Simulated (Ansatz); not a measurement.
Structure types of Ru were relaxed at one common pressure (all-electron LAPW in Ansatz 0.2.0 under PBE, scalar-relativistic, no spin polarisation, zero temperature). They take these volumes:

```
            type  space group  V (Å³/atom)
             bcc        Im-3m         9.80
             hcp     P6_3/mmc         9.68
simple hexagonal       P6/mmm        10.06
        beta tin     I4_1/amd        10.21
         diamond        Fd-3m        12.36
```

Q: At about which pressure, and is the densest type also the lowest in enthalpy?

A: 250 GPa. The densest is hcp, and it is also the lowest in enthalpy among these.
